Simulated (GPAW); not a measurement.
# SiC (Moissanite) (P6_3mc) in GPAW: settings compared

One crystal, SiC (Moissanite), is run at these levels: optPBE-vdW, PBEsol+D4, WC, PBE; tasks: piezoelectric tensor, phonons, band structure.

Program: GPAW 26.7.0. These are calculated values, not measurements. Logs are shortened: lines on timing, memory, paths and dates and some standing lists are left out, and cuts for length are marked. The log counts tension as positive stress, the text compression.

### Step 1. Starting point

Symmetry: P6_3mc, No. 186, hexagonal system. The conventional cell has a = 3.076 Å, b = 3.076 Å, c = 5.048 Å, α = 90.00°, β = 90.00°, γ = 120.00°. Si (site symmetry 3m) has 4 C at 1.87 to 1.94 Å as nearest neighbours. C (site symmetry 3m) is surrounded by 4 Si at 1.87 to 1.94 Å.

### Step 2. Piezoelectric tensor, optPBE-vdW, 10.34 Å³/atom

File run.py:

```python
import json
import numpy as np
import spglib
from ase.constraints import FixSymmetry
from ase.io import read, write
from ase.optimize import BFGS
from ase.stress import full_3x3_to_voigt_6_stress, voigt_6_to_full_3x3_strain
from gpaw import GPAW, PW
from gpaw.berryphase import polarization_phase

atoms = read('POSCAR')

calc = GPAW(mode=PW(310),
            xc={'name': 'optPBE-vdW', 'backend': 'libvdwxc'},
            kpts={'size': (7, 7, 4), 'gamma': True},
            occupations={'name': 'fermi-dirac', 'width': 0.01},
            nbands=18,
            convergence={'density': 1e-06, 'eigenstates': 1e-09},
            maxiter=80,
            txt='gpaw.txt')
atoms.calc = calc
atoms.set_constraint(FixSymmetry(atoms))
BFGS(atoms, trajectory='relax.traj', logfile='-').run(fmax=0.005, steps=40)
atoms.set_constraint()
energy = atoms.get_potential_energy()
forces = atoms.get_forces()
calc.write('gs.gpw')
write('result.traj', atoms)
print('Cell:', atoms.cell.cellpar().round(4))
print(atoms.get_scaled_positions().round(5))

cell = atoms.cell[:].T
dataset = spglib.get_symmetry((atoms.cell[:], atoms.get_scaled_positions(), atoms.numbers), symprec=1e-4)
rotations = [cell @ w @ np.linalg.inv(cell) for w in dataset['rotations']]

def phase(a, name):
    c = GPAW(mode=PW(310),
             xc={'name': 'optPBE-vdW', 'backend': 'libvdwxc'},
             kpts={'size': (7, 7, 4), 'gamma': True},
             occupations={'name': 'fermi-dirac', 'width': 0.01},
             nbands=18,
             convergence={'density': 1e-06, 'eigenstates': 1e-09},
             maxiter=80,
             symmetry='off',
             txt=name + '.txt')
    b = a.copy()
    b.calc = c
    b.get_potential_energy()
    c.write('berry.gpw', 'all')
    return polarization_phase(gpw_wfs='berry.gpw')['phase_c']

strains, rows = [], {'clamped': [], 'relaxed': []}
for v in [0, 2, 3]:
    phases = {'clamped': [], 'relaxed': []}
    for e in (-0.005, 0.005):
        voigt = np.zeros(6)
        voigt[v] = e
        F = voigt_6_to_full_3x3_strain(voigt)
        a = atoms.copy()
        a.set_cell(atoms.cell[:] @ F, scale_atoms=True)
        phases['clamped'].append(phase(a, f'clamped-{v}{e:+.3f}'))
        c = GPAW(mode=PW(310),
                 xc={'name': 'optPBE-vdW', 'backend': 'libvdwxc'},
                 kpts={'size': (7, 7, 4), 'gamma': True},
                 occupations={'name': 'fermi-dirac', 'width': 0.01},
                 nbands=18,
                 convergence={'density': 1e-06, 'eigenstates': 1e-09},
                 maxiter=80,
                 txt=f'relax-{v}{e:+.3f}.txt')
        a.calc = c
        BFGS(a, logfile=None).run(fmax=0.002, steps=30)
        phases['relaxed'].append(phase(a, f'relaxed-{v}{e:+.3f}'))
    for key, (lo, hi) in phases.items():
        dphi = (hi - lo + np.pi) % (2 * np.pi) - np.pi
        dP = dphi @ atoms.cell[:] / (2 * np.pi * atoms.get_volume()) * 16.021766  # C/m^2
        print(v, key, (dP / (2 * 0.005)).round(4), flush=True)
        rows[key] += [R @ dP for R in rotations]
    strains += [full_3x3_to_voigt_6_stress(R @ (2 * (F - np.eye(3))) @ R.T) * [1, 1, 1, 2, 2, 2] for R in rotations]

result = {key: np.linalg.lstsq(np.array(strains), np.array(P), rcond=None)[0].T for key, P in rows.items()}
for key, e_iv in result.items():
    print(f'Piezoelectric tensor, {key} ions (C/m^2):')
    print(e_iv.round(3))
json.dump({key: e_iv.tolist() for key, e_iv in result.items()}, open('piezo.json', 'w'))
```

File POSCAR:

```
SiC
1.0
    3.0760000000      0.0000000000      0.0000000000
   -1.5380000000      2.6638941420      0.0000000000
    0.0000000000      0.0000000000      5.0480000000
Si C
2 2
Direct
    0.6666666667      0.3333333333      0.5000000000
    0.3333333333      0.6666666667      0.0000000000
    0.6666666667      0.3333333333      0.8850000000
    0.3333333333      0.6666666667      0.3850000000
```

Potentials or basis: GPAW PAW data sets (gpaw-data 1.2.1), pw.

Command:

```bash
OMP_NUM_THREADS=1 python run.py
```

gpaw.txt:

```text
__  _  _
 | _ |_)|_||  |
 |__||  | ||/\| - 26.7.0

Input parameters:
  mode=PW(ecut=310.0),
  convergence={'density': 1e-06, 'eigenstates': 1e-09},
  kpts=MonkhorstPack(size=(7, 7, 4), gamma=True),
  maxiter=80,
  nbands=18,
  occupations=Occupations(name='fermi-dirac', width=0.01),
  xc=XC(name='optPBE-vdW', backend='libvdwxc')

Diagonalizing LCAO Hamiltonian
Converting LCAO to pw mode

           C

           Si
        C

        Si

Atoms  # Å, Bohr magnetons
|   | symbol |        x |        y |        z |    initial magnetic moments |
|---|--------|----------|----------|----------|-----------------------------|
| 0 |     Si | 1.538000 | 0.887965 | 2.524000 | ( 0.0000,  0.0000,  0.0000) |
| 1 |     Si | 0.000000 | 1.775929 | 0.000000 | ( 0.0000,  0.0000,  0.0000) |
| 2 |      C | 1.538000 | 0.887965 | 4.467480 | ( 0.0000,  0.0000,  0.0000) |
| 3 |      C | 0.000000 | 1.775929 | 1.943480 | ( 0.0000,  0.0000,  0.0000) |

Unit cell  # Å
| periodic |         x |        y |        z |  lengths |     angles |
|----------|-----------|----------|----------|----------|------------|
|      yes |  3.076000 | 0.000000 | 0.000000 | 3.076000 |  90.000000 |
|      yes | -1.538000 | 2.663894 | 0.000000 | 3.076000 |  90.000000 |
|      yes |  0.000000 | 0.000000 | 5.048000 | 5.048000 | 120.000000 |

Number of symmetries: 6
Symmetry operations  # r_c * U_cc + t_c -> r_c
|   | kind |            matrix            |
|---|------|------------------------------|
| 0 |  σ   |  1, 1, 0,  0,-1, 0,  0, 0, 1 |
| 1 |  E   |  1, 0, 0,  0, 1, 0,  0, 0, 1 |
| 2 |  C3  |  0, 1, 0, -1,-1, 0,  0, 0, 1 |
| 3 |  σ   |  0,-1, 0, -1, 0, 0,  0, 0, 1 |
| 4 |  σ   | -1, 0, 0,  1, 1, 0,  0, 0, 1 |
| 5 |  C3  | -1,-1, 0,  1, 0, 0,  0, 0, 1 |

BZ-sampling:
  Number of BZ points: 196
  Number of IBZ points: 28

  Monkhorst-Pack size: [7, 7, 4]
  Monkhorst-Pack shift: [0.0, 0.0, 0.125]

K-points  # in reciprocal-cell coordinates
|     |                                coordinates |     weight |
|-----|--------------------------------------------|------------|
|   0 | (  0.00000000,   0.00000000,   0.00000000) | 0.00510204 |
|   1 | (  0.00000000,   0.00000000,   0.25000000) | 0.01020408 |
|   2 | (  0.00000000,   0.00000000,   0.50000000) | 0.00510204 |
|   3 | (  0.14285714,   0.00000000,  -0.25000000) | 0.03061224 |
|   4 | (  0.14285714,   0.00000000,   0.00000000) | 0.03061224 |
|   5 | (  0.14285714,   0.00000000,   0.25000000) | 0.03061224 |
|   6 | (  0.14285714,   0.00000000,   0.50000000) | 0.03061224 |
|   7 | (  0.28571429,  -0.14285714,   0.00000000) | 0.03061224 |
|   8 | (  0.28571429,  -0.14285714,   0.25000000) | 0.06122449 |
|   9 | (  0.28571429,  -0.14285714,   0.50000000) | 0.03061224 |
| ... |                                            |            |
|  27 | (  0.42857143,   0.42857143,   0.50000000) | 0.03061224 |

Plane wave coefficients: 537
Cutoff: 310.0 eV

Spin-components: 1 (collinear spins)
Bands:           18
Projectors:      20
Spin-degeneracy: 2
Datatype:        complex128

Parallelization:
  kpt:    1
  domain: 1
  band:   1

Density:
  Valence electrons: 16.0
  Components: 1
  Grid points: [14 14 21]
  Charge: 0.0  # |e|

Potential:
  Grid points: [14 14 21]

species:
  Si:
    name:    Silicon
    Z:       14.0
    valence: 4
    core:    10
    charge:  0.0  # [|e|]
    compensation charges:
      type: gauss
      rc: 0.33  # [Å]
      lmax: 2
    cutoffs:
      filter: 1.86  # [Å]
      core: 2.06  # [Å]
    projectors
    | kind |    occ | energy [eV] | rcut [Å] |
    |------|--------|-------------|----------|
    |   3s |  2.000 |     -10.812 |    1.058 |
    |   3p |  2.000 |      -4.081 |    1.058 |
    |    s |        |      16.399 |    1.058 |
    |    p |        |      23.130 |    1.058 |
    |    d |        |       0.000 |    1.058 |

    Using partial waves for Si as LCAO basis

  C:
    name:    Carbon
    Z:       6.0
    valence: 4
    core:    2
    charge:  0.0  # [|e|]
    compensation charges:
      type: gauss
      rc: 0.20  # [Å]
      lmax: 2
    cutoffs:
      filter: 1.14  # [Å]
      core: 1.14  # [Å]
    projectors
    | kind |    occ | energy [eV] | rcut [Å] |
    |------|--------|-------------|----------|
    |   2s |  2.000 |     -13.751 |    0.635 |
    |   2p |  2.000 |      -5.284 |    0.635 |
    |    s |        |      13.461 |    0.635 |
    |    p |        |      21.927 |    0.635 |
    |    d |        |       0.000 |    0.635 |

    Using partial waves for C as LCAO basis

Reference energy: -17827.944731  # eV

eigensolver:
  PPCG
  Converge bands: occupied
  niter=2

density mixing:
  MSR1-Mixer
  Pratt-step length: 0.05
  Maximum mixing coefficient: 0.75
  Old densities: 10
  SVD Regularization: 0.005
  Good broyden scale: 1.0
  Trust region scale: 1.0
  Backstep threshold: 4.0
  History deletion threshold: 6.0
  Fourier metric: weight=20.0, sigma=0.015

occupation numbers:
  Fermi-Dirac:
    width: 0.0100  # eV

poisson solver:
  ecut: 2480.0  # eV

xc functional:
  name: vdW-optPBE with libvdwxc
  Mode: serial
  Semilocal: GGA_X_OPTPBE_VDW+LDA_C_PW with 2 nearest neighbor stencil
  Corresponding non-local functional: vdW-DF
  Local blocksize: 28 x 28 x 42
  PAW datasets: PBE

convergence criteria:
- Maximum integral of absolute [dens]ity change: 1e-06 electrons / valence electron
- Maximum integral of absolute [eigenst]ate change: 1e-09 eV^2 / valence electron
- Maximum [total energy] change in last 3 cyles: 0.0005 eV / valence electron
maximum number of iterations: 80

SCF iterations
|iter     | |      energy | eigst |  dens |
|---------|-|-------------|-------|-------|
|iter:   1| |  -53.130583 | -0.14 |       |
|iter:   2| |  -52.409668 | -2.38 | -0.56 |
|iter:   3| |  -49.948194 | -1.00 | -0.61 |
|iter:   4| |  -49.963041 | -3.12 | -1.31 |
|iter:   5| |  -49.970963 | -3.59 | -1.67 |
|iter:   6| |  -49.971127 | -5.51 | -2.66 |
|iter:   7| |  -49.971145c| -6.67 | -3.20 |
|iter:   8| |  -49.971146c| -7.97 | -3.99 |
|iter:   9| |  -49.971146c| -8.72 | -4.57 |
|iter:  10| |  -49.971146c|-10.21c| -5.21 |
|iter:  11| |  -49.971146c|-10.06c| -5.83 |
|iter:  12| |  -49.971146c|-10.85c| -6.24c|
[... 122 lines left out ...]
|          4 |         7.053 |     2.000 |
|          5 |         8.352 |     2.000 |
[... 8 lines left out ...]
|         14 |        17.380 |     0.000 |
|         15 |        20.000 |     0.000 |
|        ... |               |           |
|         17 |        20.059 |     0.000 |

Gap: 2.797 eV
Transition (v -> c):
  (s=0, k=0, n=7, [0.00, 0.00, 0.00]) -> (s=0, k=22, n=8, [0.43, 0.29, 0.00])
Direct/indirect transitions are different
Direct gap: 4.186 eV
Transition at: (s=0, k=19, n=7, [0.43, 0.00, 0.00])

Forces  # eV/Ang
|        x |       y |        z |
|----------|---------|----------|
| -0.00000 | 0.00000 |  0.43606 |  # Si   0
| -0.00000 | 0.00000 |  0.43617 |  # Si   1
|  0.00000 | 0.00000 | -0.42993 |  # C    2
| -0.00000 | 0.00000 | -0.44207 |  # C    3

           C

           Si
        C

        Si

Atoms  # Å, Bohr magnetons
|   | symbol |        x |        y |        z |    initial magnetic moments |
|---|--------|----------|----------|----------|-----------------------------|
| 0 |     Si | 1.538000 | 0.887965 | 2.549083 | ( 0.0000,  0.0000,  0.0000) |
| 1 |     Si | 0.000000 | 1.775929 | 0.025083 | ( 0.0000,  0.0000,  0.0000) |
| 2 |      C | 1.538000 | 0.887965 | 4.442403 | ( 0.0000,  0.0000,  0.0000) |
| 3 |      C | 0.000000 | 1.775929 | 1.918403 | ( 0.0000,  0.0000,  0.0000) |
[... 97 lines left out ...]
Unit cell  # Å
| periodic |         x |        y |        z |  lengths |     angles |
|----------|-----------|----------|----------|----------|------------|
|      yes |  3.076000 | 0.000000 | 0.000000 | 3.076000 |  90.000000 |
|      yes | -1.538000 | 2.663894 | 0.000000 | 3.076000 |  90.000000 |
|      yes |  0.000000 | 0.000000 | 5.048000 | 5.048000 | 120.000000 |

convergence criteria:
- Maximum integral of absolute [dens]ity change: 1e-06 electrons / valence electron
- Maximum integral of absolute [eigenst]ate change: 1e-09 eV^2 / valence electron
- Maximum [total energy] change in last 3 cyles: 0.0005 eV / valence electron
maximum number of iterations: 80

SCF iterations
|iter     | |      energy | eigst |  dens |
|---------|-|-------------|-------|-------|
|iter:   1| |  -50.010766c| -4.82 |       |
|iter:   2| |  -50.010765c| -7.43 | -3.40 |
|iter:   3| |  -50.010758c| -6.92 | -3.43 |
|iter:   4| |  -50.010757c| -7.41 | -3.81 |
|iter:   5| |  -50.010757c| -9.59c| -4.48 |
|iter:   6| |  -50.010757c| -9.18c| -5.14 |
|iter:   7| |  -50.010757c|-10.32c| -5.95 |
|iter:   8| |  -50.010757c|-11.50c| -6.66c|

Converged in 8 steps
Energy contributions relative to reference atoms: (reference = -17827.944731)

Energy contributions:
  Kinetic:          31.047593
  Coulomb:         -24.707231
  Zero:              0.019010
  External:          0.000000
  Xc:              -56.370129
  Entropy:          -0.000000
  Spinorbit:         0.000000
  ----------------------------
  Free energy:     -50.010757
  Extrapolated:    -50.010757
[... 26 lines left out ...]
Gap: 2.734 eV
Transition (v -> c):
  (s=0, k=0, n=7, [0.00, 0.00, 0.00]) -> (s=0, k=22, n=8, [0.43, 0.29, 0.00])
Direct/indirect transitions are different
Direct gap: 4.131 eV
Transition at: (s=0, k=19, n=7, [0.43, 0.00, 0.00])

Forces  # eV/Ang
|        x |        y |        z |
|----------|----------|----------|
|  0.00000 | -0.00000 |  0.00264 |  # Si   0
| -0.00000 |  0.00000 |  0.00299 |  # Si   1
| -0.00000 |  0.00000 | -0.00383 |  # C    2
| -0.00000 |  0.00000 | -0.00195 |  # C    3

# Writing to gs.gpw (mode='')
```

It took 9 min on 1 thread of AMD EPYC 7B13 (Zen 3), shared host; peak memory 0.47 GiB.

These settings aren't checked as converged: the numbers below hold their error.

What came out:

* Free energy: -50.0108 eV
* Largest force after relaxing: 0.004 eV/Å
* Band gap on the k mesh: 2.73 eV, indirect (least direct gap 4.13 eV)

Caveat: the cutoff is short for stress and forces, so pressures can be off by a GPa or more; the density grid can change from cell to cell, which puts small steps into energies and stress; the PAW data sets were made with another functional, which shifts forces and pressure a little; an odd mesh through Γ misses points on the zone boundary, where band edges often lie.

[end of part 1 of 3]
